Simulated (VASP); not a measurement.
Here is a VASP 6.6.1 calculation.

The input INCAR:

```
ALGO     = Normal         # electronic algorithm
EDIFF    = 1E-7           # SCF threshold, eV
EDIFFG   = -0.005         # ionic threshold
ENCUT    = 600            # plane-wave cutoff, eV
IBRION   = 2              # ionic algorithm
ISIF     = 3              # what is computed and relaxed
ISMEAR   = 1              # smearing method
LASPH    = True           # aspherical terms in the spheres
LCHARG   = False          # write CHGCAR
LMIXTAU  = True         
LREAL    = False          # projectors in reciprocal space
LWAVE    = False          # write WAVECAR
METAGGA  = R2SCAN         # meta-GGA
NELM     = 80             # most SCF steps
NSW      = 90             # ionic steps
PREC     = Accurate       # precision mode
SIGMA    = 0.1            # smearing width, eV
```

Contents of KPOINTS:

```
k-points
0
Gamma
  12 12 10
```

Contents of POSCAR:

```
Sb                                      
1.0
    2.1715209044      1.2537281787      3.8553433875
   -2.1715209044      1.2537281787      3.8553433875
   -0.0000000000     -2.5074563575      3.8553433875
  Sb            
     2
Direct
     0.2320530205028042    0.2320530205028042    0.2320530205028042
     0.7679469794971959    0.7679469794971959    0.7679469794971959
```

Potentials or basis: VASP PAW PBE potentials, release 64 (Sb).

Command:

```sh
$ cat potpaw_PBE.64/Sb/POTCAR > POTCAR
$ mpirun -np 1 vasp_std > vasp.out
```

Predict the band gap on the k mesh.

none (metal or under the smearing width).

Final structure:
```
CELL_PARAMETERS angstrom
2.17152 1.25373 3.85534
-2.17152 1.25373 3.85534
0.00000 -2.50746 3.85534
ATOMIC_POSITIONS crystal
Sb 0.23205 0.23205 0.23205
Sb 0.76795 0.76795 0.76795
```

Caveat: the relaxation stopped at its first step, so nothing moved. Spin-orbit coupling is left out, which matters for the levels of Sb.
